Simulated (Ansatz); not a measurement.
# PbO2: the cost of one run

Method: DFT, PBE, plane-wave PAW, default files, scalar-relativistic, in Ansatz 0.2.0.

**1. The structure to begin with**

The structure is orthorhombic, space group Pbcn (No. 60). Conventional cell: a = 4.947 Å, b = 5.951 Å, c = 5.497 Å, α = 90.00°, β = 90.00°, γ = 90.00°. Around Pb (site symmetry 2) lie 6 O at 2.17 Å. O (site symmetry 1) has 3 Pb at 2.17 Å as nearest neighbours.

Structure file:

```xyz
12
Lattice="4.9470 0.0000 0.0000 0.0000 5.9510 0.0000 0.0000 0.0000 5.4970" Properties=species:S:1:pos:R:3 pbc="T T T"
Pb    0.0000    1.0593    1.3742
Pb    2.4735    1.9162    4.1227
Pb    0.0000    4.8917    4.1227
Pb    2.4735    4.0348    1.3742
O     1.3654    2.4399    2.3362
O     1.1081    0.5356    5.0847
O     3.8389    0.5356    3.1608
O     3.5816    2.4399    0.4123
O     3.5816    3.5111    3.1608
O     3.8389    5.4154    0.4123
O     1.1081    5.4154    2.3362
O     1.3654    3.5111    5.0847
```

**2. Relaxing the atoms in the given cell**

Contents of input.yaml:

```yaml
crystal:
  lattice:
    - [4.947, 0.0, 0.0]
    - [0.0, 5.951, 0.0]
    - [0.0, 0.0, 5.497]
  atoms:
    - { symbol: Pb, position: [0.0, 0.178, 0.25] }
    - { symbol: Pb, position: [0.5, 0.322, 0.75] }
    - { symbol: Pb, position: [0.0, 0.822, 0.75] }
    - { symbol: Pb, position: [0.5, 0.678, 0.25] }
    - { symbol: O, position: [0.276, 0.41, 0.425] }
    - { symbol: O, position: [0.224, 0.09, 0.925] }
    - { symbol: O, position: [0.776, 0.09, 0.575] }
    - { symbol: O, position: [0.724, 0.41, 0.075] }
    - { symbol: O, position: [0.724, 0.59, 0.575] }
    - { symbol: O, position: [0.776, 0.91, 0.075] }
    - { symbol: O, position: [0.224, 0.91, 0.425] }
    - { symbol: O, position: [0.276, 0.59, 0.925] }
kpoints:
  mp_grid: { grid: [4, 3, 4] }
scf:
  occupations: { method: fermi_dirac, width: 0.02 }
hamiltonian:
  xc: pbe
  pseudopotentials: { kind: paw }
output:
  forces: true
  stress: true
  populations: true
  efg: { quadrupole_moments_barn: { O: -0.02558 }, contact_densities: true }
relax:
  f_tol: 0.02
  max_steps: 60
```

Command:

```
ansatz run input.yaml --threads 1 --pin off --max-ram 3072MiB --backend cpu --events-out ev --progress --plain --runs-dir out
```

What time and memory should one allow on 1 thread of Arm Neoverse V1, shared host?

About 61 s, with a peak of 0.53 GiB.
